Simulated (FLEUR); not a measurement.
Here is a FLEUR MaX-R8.1 (later development tree) calculation.

The input inp.xml:

```xml
<?xml version="1.0" encoding="UTF-8" standalone="no"?>
<fleurInput fleurInputVersion="0.39">
   <comment>
      Pb                                                                                                  
   </comment>
   <calculationSetup>
      <cutoffs Kmax="4.1" Gmax="12.7" GmaxXC="12.7" numbands="0"/>
      <scfLoop itmax="60" minDistance="0.00001" maxIterBroyd="15" imix="Anderson" alpha="0.05" precondParam="0.0" spinf="2.0" sdNocoIR="T"/>
      <coreElectrons ctail="T" frcor="F" kcrel="0" coretail_lmax="0"/>
      <xcFunctional name="PBEs" relativisticCorrections="F"/>
      <magnetism jspins="1"/>
      <soc l_soc="F" theta="0.0" phi="0.0" spav="F"/>
      <expertModes spex="0" secvar="F"/>
      <geometryOptimization l_f="F" forcealpha="1.0" forcemix="BFGS" epsdisp="0.00001" epsforce="0.00001"/>
      <ldaU l_linMix="F" mixParam="0.05" spinf="1.0"/>
   </calculationSetup>
   <cell>
      <bzIntegration valenceElectrons="40.0" mode="hist" fermiSmearingEnergy="0.00183747">
         <kPointListSelection listName="default-1"/>
         <!-- k-points included here -->
         <xi:include xmlns:xi="http://www.w3.org/2001/XInclude" href="kpts.xml"> </xi:include>
      </bzIntegration>
      <!-- symmetry operations included here -->
      <xi:include xmlns:xi="http://www.w3.org/2001/XInclude" href="sym.xml"> </xi:include>
      <bulkLattice scale="1.0">
         <bravaisMatrix>
            <row-1>    5.5439700764017932    -3.1934771682500176     0.0000000000000000</row-1>
            <row-2>    5.5439700764017932     3.1934771682500176     0.0000000000000000</row-2>
            <row-3>   -3.8596838221488272     0.0000000000000000    11.1208018504380863</row-3>
         </bravaisMatrix>
      </bulkLattice>
   </cell>
   <atomSpecies>
      <species name="Lead (Pb)" element="Pb" atomicNumber="82">
         <mtSphere radius="2.66" gridPoints="879" logIncrement="0.015"/>
         <atomicCutoffs lmax="10" lnonsphr="10"/>
         <electronConfig flipSpins="F">
            <coreConfig>(1s1/2) (2s1/2) (2p1/2) (2p3/2) (3s1/2) (3p1/2) (3p3/2) (4s1/2) (3d3/2) (3d5/2) (4p1/2) (4p3/2) (4d3/2) (4d5/2) (4f5/2) (4f7/2) (5s1/2)</coreConfig>
            <valenceConfig>(5p1/2) (5p3/2) (6s1/2) (5d3/2) (5d5/2) (6p1/2) (6p3/2)</valenceConfig>
            <stateOccupation state="(6p1/2)" spinUp="0.333333" spinDown="0.333333"/>
            <stateOccupation state="(6p3/2)" spinUp="0.666667" spinDown="0.666667"/>
         </electronConfig>
         <energyParameters s="6" p="6" d="5" f="5"/>
         <lo type="SCLO" l="1" n="5" eDeriv="0"/>
         <lo type="SCLO" l="1" n="5" eDeriv="1"/>
         <lo type="SCLO" l="0" n="6" eDeriv="2"/>
         <lo type="SCLO" l="2" n="5" eDeriv="2"/>
         <lo type="SCLO" l="3" n="5" eDeriv="2"/>
      </species>
   </atomSpecies>
   <atomGroups>
      <atomGroup species="Lead (Pb)">
         <relPos label="                   1">-.0914915900 -.0914915900 -.2737078000</relPos>
         <relPos label="                   2">.0914915900 .0914915900 .2737078000</relPos>
         <force calculate="T" relaxXYZ="TTT"/>
      </atomGroup>
   </atomGroups>
   <output dos="F" band="F" slice="F">
      <checks vchk="F" cdinf="F"/>
      <bandDOS minEnergy="-.5*Htr" maxEnergy="0.5*Htr" sigma="0.015" storeEVData="T"/>
      <vacuumDOS vacdos="F" integ="F" star="F" nstars="0" locx1="0.0" locy1="0.0" locx2="0.0" locy2="0.0" nstm="0" tworkf="0.0"/>
      <unfoldingBand unfoldBand="F" supercellX="1" supercellY="1" supercellZ="1"/>
      <plotting iplot="0" polar="F">
         <plot TwoD="T" vec1="  1.0  0.0  0.0" vec2="  0.0  1.0  0.0" vec3="  0.0  0.0  1.0" zero="  0.0  0.0  0.0" file="plot"/>
      </plotting>
      <chargeDensitySlicing numkpt="0" minEigenval="0.0" maxEigenval="0.0" nnne="0" pallst="F"/>
      <specialOutput eonly="F"/>
      <moessbauerParams electricFieldGradient="T" isomerShift="T" coreHyperfine="T" valenceHyperfine="T"/>
      <magneticCircularDichroism mcd="F" energyLo="-10.0" energyUp="0.0"/>
   </output>
  <!-- We include the file relax.xml here to enable relaxations (see documentation) -->
  <xi:include xmlns:xi="http://www.w3.org/2001/XInclude" href="relax.xml"> <xi:fallback/> </xi:include>
</fleurInput>
```

The input crystal.txt:

```
Pb
&input cartesian=F /
2.9337426224  -1.6899153410  0.0000000000
2.9337426224  1.6899153410  0.0000000000
-2.0424567200  0.0000000000  5.8848749063
1.8897261246
1.0 1.0 1.0

2
82 0.9085084100  0.9085084100  0.7262922000
82 0.0914915900  0.0914915900  0.2737078000

&kpt div1=9 div2=9 div3=5 gamma=T /
```

Contents of inp.xml (bands):

```
<?xml version="1.0" encoding="UTF-8" standalone="no"?>
<fleurInput fleurInputVersion="0.39">
   <comment>
      Pb                                                                                                  
   </comment>
   <calculationSetup>
      <cutoffs Kmax="4.1" Gmax="12.7" GmaxXC="12.7" numbands="0"/>
      <scfLoop itmax="60" minDistance="0.00001" maxIterBroyd="15" imix="Anderson" alpha="0.05" precondParam="0.0" spinf="2.0" sdNocoIR="T"/>
      <coreElectrons ctail="T" frcor="F" kcrel="0" coretail_lmax="0"/>
      <xcFunctional name="PBEs" relativisticCorrections="F"/>
      <magnetism jspins="1"/>
      <soc l_soc="F" theta="0.0" phi="0.0" spav="F"/>
      <expertModes spex="0" secvar="F"/>
      <geometryOptimization l_f="F" forcealpha="1.0" forcemix="BFGS" epsdisp="0.00001" epsforce="0.00001"/>
      <ldaU l_linMix="F" mixParam="0.05" spinf="1.0"/>
   </calculationSetup>
   <cell>
      <bzIntegration valenceElectrons="40.0" mode="hist" fermiSmearingEnergy="0.00183747">
         <kPointListSelection listName="path-1"/>
         <!-- k-points included here -->
         <xi:include xmlns:xi="http://www.w3.org/2001/XInclude" href="kpts.xml"> </xi:include>
      </bzIntegration>
      <!-- symmetry operations included here -->
      <xi:include xmlns:xi="http://www.w3.org/2001/XInclude" href="sym.xml"> </xi:include>
      <bulkLattice scale="1.0">
         <bravaisMatrix>
            <row-1>    5.5439700764017932    -3.1934771682500176     0.0000000000000000</row-1>
            <row-2>    5.5439700764017932     3.1934771682500176     0.0000000000000000</row-2>
            <row-3>   -3.8596838221488272     0.0000000000000000    11.1208018504380863</row-3>
         </bravaisMatrix>
      </bulkLattice>
   </cell>
   <atomSpecies>
      <species name="Lead (Pb)" element="Pb" atomicNumber="82">
         <mtSphere radius="2.66" gridPoints="879" logIncrement="0.015"/>
         <atomicCutoffs lmax="10" lnonsphr="10"/>
         <electronConfig flipSpins="F">
            <coreConfig>(1s1/2) (2s1/2) (2p1/2) (2p3/2) (3s1/2) (3p1/2) (3p3/2) (4s1/2) (3d3/2) (3d5/2) (4p1/2) (4p3/2) (4d3/2) (4d5/2) (4f5/2) (4f7/2) (5s1/2)</coreConfig>
            <valenceConfig>(5p1/2) (5p3/2) (6s1/2) (5d3/2) (5d5/2) (6p1/2) (6p3/2)</valenceConfig>
            <stateOccupation state="(6p1/2)" spinUp="0.333333" spinDown="0.333333"/>
            <stateOccupation state="(6p3/2)" spinUp="0.666667" spinDown="0.666667"/>
         </electronConfig>
         <energyParameters s="6" p="6" d="5" f="5"/>
         <lo type="SCLO" l="1" n="5" eDeriv="0"/>
         <lo type="SCLO" l="1" n="5" eDeriv="1"/>
         <lo type="SCLO" l="0" n="6" eDeriv="2"/>
         <lo type="SCLO" l="2" n="5" eDeriv="2"/>
         <lo type="SCLO" l="3" n="5" eDeriv="2"/>
      </species>
   </atomSpecies>
   <atomGroups>
      <atomGroup species="Lead (Pb)">
         <relPos label="                   1">-.0914915900 -.0914915900 -.2737078000</relPos>
         <relPos label="                   2">.0914915900 .0914915900 .2737078000</relPos>
         <force calculate="T" relaxXYZ="TTT"/>
      </atomGroup>
   </atomGroups>
   <output dos="F" band="T" slice="F">
      <checks vchk="F" cdinf="F"/>
      <bandDOS minEnergy="-.5*Htr" maxEnergy="0.5*Htr" sigma="0.015" storeEVData="T"/>
      <vacuumDOS vacdos="F" integ="F" star="F" nstars="0" locx1="0.0" locy1="0.0" locx2="0.0" locy2="0.0" nstm="0" tworkf="0.0"/>
      <unfoldingBand unfoldBand="F" supercellX="1" supercellY="1" supercellZ="1"/>
      <plotting iplot="0" polar="F">
         <plot TwoD="T" vec1="  1.0  0.0  0.0" vec2="  0.0  1.0  0.0" vec3="  0.0  0.0  1.0" zero="  0.0  0.0  0.0" file="plot"/>
      </plotting>
      <chargeDensitySlicing numkpt="0" minEigenval="0.0" maxEigenval="0.0" nnne="0" pallst="F"/>
      <specialOutput eonly="F"/>
      <moessbauerParams electricFieldGradient="T" isomerShift="T" coreHyperfine="T" valenceHyperfine="T"/>
      <magneticCircularDichroism mcd="F" energyLo="-10.0" energyUp="0.0"/>
   </output>
  <!-- We include the file relax.xml here to enable relaxations (see documentation) -->
  <xi:include xmlns:xi="http://www.w3.org/2001/XInclude" href="relax.xml"> <xi:fallback/> </xi:include>
</fleurInput>
```

Potentials or basis: all-electron, FLAPW.

Command:

```sh
$ inpgen -f crystal.txt -profile fastHighL
$ # inp.xml edited to the form shown
$ fleur_MPI
$ fleur_MPI   # second run, on inp.xml (bands)
```

(1) What does it give for the band gap along the path?

## Answers

(1) none (metal or under the smearing width).

Caveat: spin-orbit coupling is left out, which moves the levels of the heavy elements.
